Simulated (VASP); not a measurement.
A run of VASP 6.6.1 is set up as follows.

The input INCAR:

```
PREC = Accurate ; ENCUT = 520
EDIFF = 1E-7 ; ISMEAR = 0
SIGMA = 0.02 ; LREAL = F
LASPH = T ; NELM = 80
ALGO = Normal ; ISIF = 4
LWAVE = F ; LCHARG = F
IBRION = 2 ; NSW = 80
EDIFFG = -0.002
```

File KPOINTS:

```
regular mesh
0
Gamma
  12 12 6
```

File POSCAR:

```
AlN                                     
1.0
    3.0605853542      0.0000000000      0.0000000000
   -1.5302926771      2.6505446653      0.0000000000
    0.0000000000      0.0000000000      4.8984455444
  Al              N             
     2     2
Direct
     0.3333333300000021    0.6666666699999979    0.9990168631311178
     0.6666666699999979    0.3333333300000021    0.4990168631311178
     0.3333333300000021    0.6666666699999979    0.3809831368688847
     0.6666666699999979    0.3333333300000021    0.8809831368688847
```

Potentials or basis: VASP PAW LDA potentials, release 64 (Al, N).

Command:

```bash
$ cat potpaw_LDA.64/Al/POTCAR potpaw_LDA.64/N/POTCAR > POTCAR
$ mpirun -np 1 vasp_std > vasp.out
```

Task: Predict the band gap on the k mesh.

Result: 4.66 eV, direct.

Final structure:
```yaml
crystal:
  lattice:
    - [3.06289, 0.00000, 0.00000]
    - [-1.53145, 2.65254, 0.00000]
    - [0.00000, 0.00000, 4.89107]
  atoms:
    - { symbol: Al, position: [0.33333, 0.66667, 0.99869] }
    - { symbol: Al, position: [0.66667, 0.33333, 0.49869] }
    - { symbol: N, position: [0.33333, 0.66667, 0.38131] }
    - { symbol: N, position: [0.66667, 0.33333, 0.88131] }
```

A k mesh can miss the band edges.
